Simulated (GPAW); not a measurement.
Crystal: Sb.

```xyz
2
Lattice="2.1542 1.2437 3.7580 -2.1542 1.2437 3.7580 0.0000 -2.4875 3.7580" Properties=species:S:1:pos:R:3 pbc="T T T"
Sb    0.0000    0.0000    8.6416
Sb    0.0000    0.0000    2.6324
```

```yaml
Program: GPAW 26.7.0
Task: relaxation of cell and atoms
Functional: PBEsol
Dispersion: D3
Potentials_or_basis: PAW data sets generated in the run's folder for this functional
Cutoff: 600 eV
Basis: pw
k_mesh: 6 × 6 × 6
Occupations: fermi-dirac, width 0.05 eV
Spin: no spin polarisation
```

At the start: pressure -1.1 GPa; volume 30.21 Å³/atom.

Task: How do energy, volume and symmetry change on relaxing?

Result: Over 9 steps the energy falls by 3.5 meV/atom and the volume is 29.36 Å³/atom (-2.8 %); space group R-3m (No. 166, to 0.05 Å).

Step by step:
| step | energy change (eV) | largest force (eV/Å) | pressure (GPa) | volume (Å³) |
| --- | --- | --- | --- | --- |
| 1 | 0.0000 | 0.0182 | -1.15 | 60.41 |
| 2 | -0.0018 | 0.0091 | -0.88 | 60.13 |
| 3 | -0.0045 | 0.0920 | 0.03 | 59.18 |
| 4 | -0.0048 | 0.0870 | 0.07 | 59.09 |
| 5 | -0.0066 | 0.0059 | 0.16 | 58.58 |
| 6 | -0.0068 | 0.0124 | 0.07 | 58.62 |
| 7 | -0.0068 | 0.0203 | 0.00 | 58.67 |
| 8 | -0.0069 | 0.0223 | -0.05 | 58.70 |
| 9 | -0.0070 | 0.0157 | -0.07 | 58.73 |

Final structure:
```
Sb
1.0
     2.14736    1.23978    3.67655
    -2.14736    1.23978    3.67655
     0.00000   -2.47956    3.67655
Sb
2
Direct
  0.76504 0.76504 0.76504
  0.23496 0.23496 0.23496
```

Caveat: later steps reuse the first step's grids; pairwise dispersion overbinds metals, which lowers pressure and volume.
